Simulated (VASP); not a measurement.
Calculation: PBE GGA, VASP's PBE PAW potentials (set 64) (plane waves; VASP).

The input files of a VASP run:

File KPOINTS:
```
Automatic mesh
0
G
 9 9 9
```

INCAR:
```
SYSTEM = Li2O
PREC = Accurate
ENCUT = 620
EDIFF = 1E-6
NELM = 100
ALGO = Normal
LREAL = .FALSE.
LASPH = .TRUE.
ISMEAR = 0
SIGMA = 0.05
GGA = PE
LWAVE = .FALSE.
LCHARG = .FALSE.
IBRION = 2
ISIF = 3
NSW = 40
EDIFFG = -0.02
PSTRESS = 450
```

**POSCAR**
```
Li2O
1.0
  0.0000000000   2.0871832084   2.0871832084
  2.0871832084   0.0000000000   2.0871832084
  2.0871832084   2.0871832084   0.0000000000
Li O
2 1
Cartesian
  1.0435916042   1.0435916042   1.0435916042
  3.1307748126   3.1307748126   3.1307748126
  0.0000000000   0.0000000000   0.0000000000
```

POTCAR, in this order: Li_sv O (PBE.64 set). Program: vasp_std.

The run wrote:

**OSZICAR**
```
       N       E                     dE             d eps       ncg     rms          rms(c)
DAV:   1     0.437917289086E+02    0.43792E+02   -0.70787E+03   700   0.151E+03
DAV:   2    -0.105046752880E+02   -0.54296E+02   -0.52257E+02   808   0.265E+02
DAV:   3    -0.154851177987E+02   -0.49804E+01   -0.49561E+01  1242   0.679E+01
DAV:   4    -0.155378811754E+02   -0.52763E-01   -0.52714E-01   990   0.738E+00
DAV:   5    -0.155382951518E+02   -0.41398E-03   -0.41395E-03  1002   0.431E-01    0.800E+00
DAV:   6    -0.135855992151E+02    0.19527E+01   -0.87577E+00   706   0.210E+01    0.251E+00
DAV:   7    -0.135947361938E+02   -0.91370E-02   -0.14432E-01   796   0.387E+00    0.159E+00
DAV:   8    -0.136087497579E+02   -0.14014E-01   -0.65974E-02   748   0.304E+00    0.326E-01
DAV:   9    -0.136079296369E+02    0.82012E-03   -0.92931E-03   950   0.885E-01    0.122E-01
DAV:  10    -0.136082065848E+02   -0.27695E-03   -0.12640E-03   766   0.346E-01    0.264E-02
DAV:  11    -0.136082050403E+02    0.15445E-05   -0.29798E-05   858   0.813E-02    0.939E-03
DAV:  12    -0.136082052310E+02   -0.19072E-06   -0.41659E-06   946   0.216E-02
   1 F= -.85006433E+01 E0= -.85006433E+01  d E =-.850064E+01
```

**OUTCAR**
```
------------------------ aborting loop because EDIFF is reached ----------------------------------------
  FORCE on cell =-STRESS in cart. coord.  units (eV):
  Direction    XX          YY          ZZ          XY          YZ          ZX
  --------------------------------------------------------------------------------------
  Total        5.1304807      5.1304807      5.1304807     -0.0000000     -0.0000000      0.0000000
  in kB      452.0192491    452.0192491    452.0192491     -0.0000000     -0.0000000      0.0000000
  external PRESSURE =       2.0192491 kB  Pullay stress =     450.0000000 kB
  volume of cell :       18.18
      direct lattice vectors                 reciprocal lattice vectors
     0.000000000  2.087183208  2.087183208    -0.239557312  0.239557312  0.239557312
     2.087183208  0.000000000  2.087183208     0.239557312 -0.239557312  0.239557312
     2.087183208  2.087183208  0.000000000     0.239557312  0.239557312 -0.239557312
 POSITION                                       TOTAL-FORCE (eV/Angst)
 -----------------------------------------------------------------------------------
      1.04359      1.04359      1.04359        -0.000000     -0.000000     -0.000000
      3.13077      3.13077      3.13077        -0.000000     -0.000000      0.000000
      0.00000      0.00000      0.00000         0.000000      0.000000      0.000000
 -----------------------------------------------------------------------------------
    total drift:                               -0.000000      0.000000      0.000000
  FREE ENERGIE OF THE ION-ELECTRON SYSTEM (eV)
  ---------------------------------------------------
  free  energy   TOTEN  =       -13.6082052310 eV

  energy  without entropy=      -13.6082052310  energy(sigma->0) =      -13.60820523
  enthalpy is  TOTEN    =        -8.5006432738 eV   P V=        5.1075619571

 reached required accuracy - stopping structural energy minimisation
```
(Selected blocks of OUTCAR.)

File OUTCAR:
```
 val. band max:        3.2601722092   @ k =   0.0000   0.0000   0.0000

 cond. band min:       8.9282381876   @ k =   0.4444   0.4444   0.0000


 Fermi energy:         3.5032054660

 k-point     1 :       0.0000    0.0000    0.0000
  band No.  band energies     occupation
      1     -39.4317      2.00000
      2     -38.5947      2.00000
      3     -12.6697      2.00000
      4       3.2602      2.00000
      5       3.2602      2.00000
      6       3.2602      2.00000
      7      11.1117      0.00000
      8      16.9671      0.00000
      9      16.9671      0.00000
     10      16.9671      0.00000

 k-point     2 :       0.1111    0.0000    0.0000
  band No.  band energies     occupation
      1     -39.4010      2.00000
      2     -38.6148      2.00000
      3     -12.6537      2.00000
      4       2.7472      2.00000
      5       3.1750      2.00000
      6       3.1750      2.00000
      7      11.3945      0.00000
      8      17.1844      0.00000
      9      17.2119      0.00000
     10      17.2120      0.00000

 k-point     3 :       0.2222    0.0000    0.0000
  band No.  band energies     occupation
      1     -39.3142      2.00000
      2     -38.6746      2.00000
      3     -12.6052      2.00000
      4       1.5961      2.00000
      5       2.9727      2.00000
      6       2.9728      2.00000
      7      12.1523      0.00000
      8      17.5226      0.00000
      9      17.5719      0.00000
     10      17.5719      0.00000

 k-point     4 :       0.3333    0.0000    0.0000
  band No.  band energies     occupation
      1     -39.1870      2.00000
      2     -38.7704      2.00000
      3     -12.5409      2.00000
      4       0.4567      2.00000
      5       2.7625      2.00000
      6       2.7625      2.00000
      7      13.2426      0.00000
      8      17.4079      0.00000
      9      17.4125      0.00000
     10      17.4125      0.00000

 k-point     5 :       0.4444    0.0000    0.0000
...
```

The compound is Li2O in the antifluorite structure. It was relaxed first under an external pressure of 45 GPa.
